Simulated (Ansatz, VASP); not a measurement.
**One calculation of InAs, two programs**

```xyz
2
Lattice="0.0000 3.0180 3.0180 3.0180 0.0000 3.0180 3.0180 3.0180 0.0000" Properties=species:S:1:pos:R:3 pbc="T T T"
In    0.0000    0.0000    0.0000
As    4.5270    4.5270    4.5270
```

Alike in both runs: task single point; functional PBE; k mesh 8 × 8 × 8; occupations gaussian, width 0.1 eV; no spin polarisation.

```csv
,VASP,Ansatz
version,VASP 6.6.1,Ansatz 0.2.0
potentials or method,"VASP PAW PBE potentials, release 64 (In_d_GW, As_GW)",Ansatz PAW
plane-wave cutoff (eV),550,420
valence electrons in the cell,18,28
```

```tsv
	VASP	Ansatz	Ansatz less VASP
gap on the k mesh at the Fermi level (eV)	none	none	-
pressure (GPa)	4.2	4.3	+0.09
```

A gap of «none» marks a metal or a gap that the smearing closes. The two sets of potentials don't hold the same shells in valence.

Caveats: this crystal is a semiconductor, whose small gap the functional closes, so the metal is an error of the method.
